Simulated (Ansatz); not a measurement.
Cells of relaxed bulk ScAl3 (Pm-3m, 16.87 Å³/atom, gap on the mesh 0.00 eV) whose upper half is shifted onto another sublattice; atoms and the cell's height are relaxed. Energies are the mean of the cell's two boundaries over the bulk on a matched mesh.

These are results of Ansatz, DFT PBEsol, scalar-relativistic, plane waves, PAW, not measurements.

Cutoff 420 eV, Gaussian smearing of 0.10 eV, energies at zero smearing, symmetry of each start kept, no spin polarisation.

```csv
start,atoms,k mesh,boundary energy (mJ/m²),boundary energy on a denser mesh (mJ/m²),excess width (Å),gap on the mesh (eV),denser mesh
"(001), shift by [0.5, 0.5, 0] of the cube",16,8×8×2,412,411,0.31,0,12×12×4
"(001), shift by [0.5, 0, 0.5] of the cube",16,8×8×2,686,689,0.13,0,12×12×4
```

Small energy differences in metals hang on the k mesh (about 10 mJ/m² or 1 to 2 meV/atom on the mesh of the relaxation).

Cost: 2 runs of about 7 core-minutes in all, on Intel Xeon Platinum 8488C (Sapphire Rapids) (shared hosts).